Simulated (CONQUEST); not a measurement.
## As under changes of volume

One of the cells (22.434 Å³/atom); the others are scaled copies at fixed shape and fractional positions:

```
CELL_PARAMETERS angstrom
3.65000 0.00000 0.00000
0.00000 4.47000 0.00000
0.00000 0.00000 11.00000
ATOMIC_POSITIONS crystal
As 0.00000 0.56000 0.39000
As 0.50000 0.56000 0.89000
As 0.00000 0.94000 0.89000
As 0.50000 0.94000 0.39000
As 0.00000 0.44000 0.61000
As 0.50000 0.44000 0.11000
As 0.00000 0.06000 0.11000
As 0.50000 0.06000 0.61000
```

This isn't the form of As at room conditions, which is rhombohedral.

| Item | Value |
| --- | --- |
| Program | CONQUEST 1.3 |
| Functional | PBEsol |
| Potentials or basis | PseudoDojo NC PBEsol, DZP, grid of 36 × 48 × 108 points |
| k mesh | 7 × 6 × 3 |
| Occupations | fermi-dirac, width 0.05 eV |
| Spin | no spin polarisation |

| volume (Å³/atom) | energy over the lowest point (meV/atom) | pressure (GPa) | largest force (eV/Å) |
| --- | --- | --- | --- |
| 21.088 | ? | ? | ? |
| 21.536 | 23.80 | 5.4 | 0.694 |
| 21.985 | 11.21 | 3.6 | 0.500 |
| 22.434 | 3.36 | 2.0 | 0.335 |
| 22.882 | 0.00 | 0.4 | 0.185 |
| 23.331 | 0.78 | -1.0 | 0.101 |
| 23.780 | 5.38 | -2.3 | 0.183 |

Task: What does the run at 21.088 Å³/atom give?

Result: Energy over the lowest point 41.70 meV/atom; pressure 7.4 GPa; largest force 0.886 eV/Å.

Worked out: A Birch-Murnaghan fit of order 3 (a polynomial in V^(-2/3)) to the other rows has its minimum at 23.02 Å³/atom with B0 = V·E''(V) = 74 GPa (rough, since the energies scatter) at fixed shape and positions, which overstates the stiffness. It gives 41.51 meV/atom at 21.088 Å³/atom, against the run's 41.70, and -dE/dV = 7.3 GPa, against 7.4.

Energies are extrapolated to zero smearing.

Caveats: this functional lacks dispersion, which binds the layers, so the pressure and a relaxed spacing across them are unreliable; the basis of atomic orbitals isn't converged, which shifts pressures, moduli and gaps.
